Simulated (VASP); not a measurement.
InP, 6 atoms in the cell. The cell holds a slab with vacuum, 6 atoms: a = 4.157 Å, b = 4.157 Å, c = 24.348 Å, α = 90.00°, β = 90.00°, γ = 90.00°.  The cell isn't the ideal one: clean slab, lower half held.

| Property | Result |
| --- | --- |
| Program | VASP 6.6.1 |
| Task | single point |
| Functional | PBEsol |
| Potentials or basis | VASP PAW PBE potentials, release 64 (P, In_d) |
| Cutoff | 520 eV |
| k mesh | 7 × 7 × 1 |
| Occupations | gaussian, width 0.05 eV |
| Spin | no spin polarisation |
| Dipole correction | yes |
| Further INCAR settings | ALGO = Fast; EDIFF = 1e-07; NBANDS = 36 |

Potentials or basis: VASP PAW PBE potentials, release 64 (P, In_d).

The run is started by

```bash
$ cat potpaw_PBE.64/P/POTCAR potpaw_PBE.64/In_d/POTCAR > POTCAR
$ mpirun -np 1 vasp_std > vasp.out
```

Hardware: 1 thread of Intel(R) Xeon(R) Platinum 8488C (Sapphire Rapids) (shared host).

Question: Estimate the wall time of this run.

Answer: It took 6.8 min on 1 thread of Intel(R) Xeon(R) Platinum 8488C (Sapphire Rapids), with other jobs on the host, peak memory 0.54 GiB. Counts: scf iterations 31, k points 16.
